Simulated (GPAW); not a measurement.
# GaN: single point with PBE

**Measured values to compare with.**

“Studying electronic properties in GaN without electrical contacts using γ-γ vs e−-γ Perturbed Angular Correlations”, 2019, pmc:6823545 quotes, for a bulk crystal of GaN: band gap 3.503 ± 0.005 eV (direct).

Crystal: GaN.

```
Ga N
1.0
     3.18000    0.00000    0.00000
    -1.59000    2.75396    0.00000
     0.00000    0.00000    5.16600
Ga N
2 2
Cartesian
  1.5900 0.9180 2.5830
  0.0000 1.8360 0.0000
  1.5900 0.9180 4.5203
  0.0000 1.8360 1.9373
```

- Program: GPAW 26.7.0
- Task: single point
- Functional: PBE
- Potentials or basis: GPAW PAW data sets (gpaw-data 1.2.1)
- Cutoff: 650 eV
- Basis: pw
- k mesh: 8 × 8 × 4
- Occupations: fermi-dirac, width 0.05 eV
- Spin: no spin polarisation
- Maxiter: 80

```json
{
 "Pressure": "12.3 GPa",
 "Largest force": "0.181 eV/Å",
 "Band gap on the k mesh": "2.07 eV, direct"
}
```

Forces on the atoms (eV/Å):
```
Ga   0.000  0.000 -0.181
Ga   0.000  0.000 -0.181
N    0.000  0.000  0.180
N    0.000  0.000  0.180
```

Stress tensor (GPa, compression positive):
```
11.52  0.00  0.00
 0.00 11.52  0.00
 0.00  0.00 13.77
```

Levels at points of the mesh, in eV from the valence-band top:
```tsv
k point	band 4	band 5	band 6	band 7	band 8	band 9	band 10	band 11	band 12	band 13
(0.00, 0.00, 0.00)	-1.05	-1.05	-0.06	0.00	0.00	2.07	4.41	9.36	10.01	10.01
(0.00, 0.00, 0.50)	-3.97	-0.54	-0.54	-0.54	-0.54	4.40	4.40	8.65	8.65	10.52
(0.50, 0.50, 0.00)	-5.29	-4.25	-2.73	-2.28	-0.97	5.15	5.71	6.17	8.80	10.45
(0.50, 0.50, 0.50)	-6.65	-1.94	-1.94	-1.92	-1.92	4.50	4.50	7.94	7.94	10.13
```

Wall time 18 s on 1 thread of Arm Neoverse V1, on a shared host, peak memory 0.17 GiB.

A measured gap of GaN is 3.503 eV (direct; quoted in “Studying electronic properties in GaN without electrical contacts using γ-γ vs e−-γ Perturbed Angular Correlations”, 2019, pmc:6823545); the calculated 2.07 eV misses it by -1.43 eV. Spin-orbit coupling on Ga is left out. The value is that of PBE, without temperature or zero-point motion. Semilocal functionals fall short of measured gaps as a rule.

Caveat: the cutoff is short for stress and forces, so pressures can be off by a GPa or more.
